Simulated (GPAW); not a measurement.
Here is a GPAW 26.7.0 calculation.

File run.py:

```python
import numpy as np
from ase.dft.bandgap import bandgap
from ase.io import read, write
from gpaw import GPAW, PW

atoms = read('ZrC.xyz')
atoms.pbc = (True, True, False)

calc = GPAW(mode=PW(600),
            xc='PBE',
            kpts={'size': (8, 8, 1), 'gamma': True},
            occupations={'name': 'fermi-dirac', 'width': 0.05},
            nbands=72,
            convergence={'density': 1e-05, 'energy': 1e-05},
            maxiter=150,
            poissonsolver={'dipolelayer': 'xy'},
            txt='gpaw.txt')
atoms.calc = calc
energy = atoms.get_potential_energy()
forces = atoms.get_forces()
calc.write('gs.gpw')
write('result.traj', atoms)
print(f'Energy: {energy:.6f} eV')
print('Forces (eV/A):')
print(forces.round(4))
print('Fermi level:', round(calc.get_fermi_level(), 4), 'eV')
print(f'Gap: {bandgap(calc)[0]:.4f} eV, direct: {bandgap(calc, direct=True)[0]:.4f} eV')

v = calc.get_electrostatic_potential().mean(axis=(0, 1))
z = np.arange(len(v)) * atoms.cell[2, 2] / len(v)
ef = calc.get_fermi_level()
np.savetxt('planar.dat', np.c_[z, v], fmt='%.4f')
below, above = np.interp([1.5, atoms.cell[2, 2] - 1.5], z, v) - ef
print(f'Work functions: bottom {below:.4f} eV, top {above:.4f} eV')
print('Dipole moment:', *calc.get_dipole_moment().round(5), 'e A')
```

Contents of ZrC.xyz:

```xyz
10
Lattice="3.3236988564 -0.0000000000 0.0000000000 -0.0000000000 3.3236988564 0.0000000000 0.0000000000 0.0000000000 24.4008400000" Properties=species:S:1:pos:R:3 pbc="T T T"
Zr     0.0000000000      0.0000000000      7.4999999997
C      1.6618494282      1.6618494282      7.4999999997
Zr     1.6618494282      1.6618494282      9.8502100011
C      0.0000000000      0.0000000000      9.8502100011
Zr     0.0000000000      0.0000000000     12.2004200000
C      1.6618494282      1.6618494282     12.2004200000
Zr     1.6618494282      1.6618494282     14.5506299989
C      0.0000000000      0.0000000000     14.5506299989
Zr     0.0000000000      0.0000000000     16.9008400003
C      1.6618494282      1.6618494282     16.9008400003
```

Potentials or basis: GPAW PAW data sets (gpaw-data 1.2.1), pw.

Launch:

```sh
$ OMP_NUM_THREADS=1 python run.py
```

Estimate the largest force.

1.138 eV/Å.

Predict the work function of the lower face.

3.73 eV.

Forces on the atoms (eV/Å):
```
Zr   0.000  0.000  1.138
C    0.000  0.000 -0.422
Zr   0.000  0.000  0.058
C    0.000  0.000 -0.692
Zr   0.000  0.000  0.000
C    0.000  0.000  0.000
Zr   0.000  0.000 -0.058
C    0.000  0.000  0.692
Zr   0.000  0.000 -1.138
C    0.000  0.000  0.422
```

Caveat: these data sets are soft for forces on short bonds.
